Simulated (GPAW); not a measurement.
Crystal: NaF (Villiaumite).

```
CELL_PARAMETERS angstrom
0.00000 2.32000 2.32000
2.32000 0.00000 2.32000
2.32000 2.32000 0.00000
ATOMIC_POSITIONS crystal
Na 0.00000 0.00000 0.00000
F 0.50000 0.50000 0.50000
```

Base run:

```yaml
Program: GPAW 26.7.0
Functional: r2SCAN
Potentials_or_basis: GPAW PAW data sets (gpaw-data 1.2.1)
Cutoff: 800 eV
Basis: pw
k_mesh: 10 × 10 × 10
Occupations: fermi-dirac, width 0.05 eV
Spin: no spin polarisation
```

Its results: band gap on the k mesh 7.11 eV, direct; pressure -2.4 GPa.

Problem. The run is repeated on the same cell with these changes: functional from r2SCAN to PBE; occupations from fermi-dirac, width 0.05 eV to gaussian, width 0.1 eV. What comes out?

Solution. Band gap on the k mesh 6.31 eV, direct; pressure 0.7 GPa.

Caveats: the PAW data sets were made with another functional, which shifts forces and pressure a little (some runs).

Not every run made on this cell is shown here.
